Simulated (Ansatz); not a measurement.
# Sc: energy change per atom and pressure as volume scale varies

Results calculated with Ansatz 0.2.0, not measured. Plane-wave DFT, scalar-relativistic PAW made under PBE with cores redone for the functional, no dispersion; the given relaxed cell is scaled uniformly, energy at zero smearing counts from the unscaled cell, pressure at the given Fermi-Dirac smearing is positive in compression.

The cell before it is scaled or strained (space group Pm-3m, No. 221):
```
Sc
1.0
      2.9735     0.0000     0.0000
      0.0000     2.9735     0.0000
      0.0000     0.0000     2.9735
Sc
1
Direct
  0.00000 0.00000 0.00000
```

Settings of every row: spin polarised no; functional PBE; wave cutoff 420 eV; smearing width 0.1 eV; k mesh 12x12x12.

Atom starting moment: 0 on all atoms.

Limits: the cell comes from a prototype or a list of computed structures and needn't be the stable phase.

```csv
row,volume scale,V (Å³/atom),energy change per atom (meV),pressure (GPa)
1,0.88,23.136,43.63,5.33
2,0.92,24.188,17.25,3.23
3,0.96,25.239,3.36,1.46
4,1.04,27.342,5.66,-1.34
5,1.08,28.394,19.05,-2.44
6,1.12,29.446,?,?
```

Question: what energy change per atom and pressure should row 6 give?

Worked fit of energy change per atom. Take u = (V_r/V)^(2/3) − 1 with V_r = 25.239 Å³ an atom, which is twice the finite (Eulerian) strain; such expansions in the strain, on which the Birch-Murnaghan equation of state is built, carry the rest volume and the bulk modulus. The shown rows have u = 0.05972, 0.02876, 0, -0.05196, -0.07552. Least squares give energy change per atom = 3.335 + 287.54 × u + 6524.3 × u² meV; a straight line predicts inner rows, each left out in turn, worse (root mean square 13 against 0.4 meV). The rows lie off it by -0.15, 0.25, 0.02, -0.35, 0.22 (root mean square 0.23 meV). The withheld row has u = -0.09767, so the fit gives 3.335 + 287.54 × (-0.09767) + 6524.3 × (-0.09767)² = 37.49 meV.

The calculation gave 39.12 meV. The fit lies 1.63 meV (4.2 % of the value, 4 % of the column's range) below it; its largest miss of a shown row is 0.35 meV. This row lies beyond the range of the fit.

Worked fit of pressure. Take u = (V_r/V)^(2/3) − 1 with V_r = 25.239 Å³ an atom, which is twice the finite (Eulerian) strain; such expansions in the strain, on which the Birch-Murnaghan equation of state is built, carry the rest volume and the bulk modulus. The shown rows have u = 0.05972, 0.02876, 0, -0.05196, -0.07552. Least squares give pressure = 1.458 + 58.97 × u + 97.7 × u² GPa; a straight line predicts inner rows, each left out in turn, worse (root mean square 0.2 against 0.0056 GPa). All shown rows lie on it to the printed digit. The pressure vanishes at u = -0.0258, or V = 26.25 Å³ an atom, and there the bulk modulus at fixed shape and fractions is B = −V dP/dV = (2/3)(1 + u) dP/du = 35 GPa. The withheld row has u = -0.09767, so the fit gives 1.458 + 58.97 × (-0.09767) + 97.7 × (-0.09767)² = -3.37 GPa.

The calculation gave -3.38 GPa. The fit lies 0.01 GPa (0.11 % of the column's range) above it, one unit of the last digit. This row lies beyond the range of the fit.
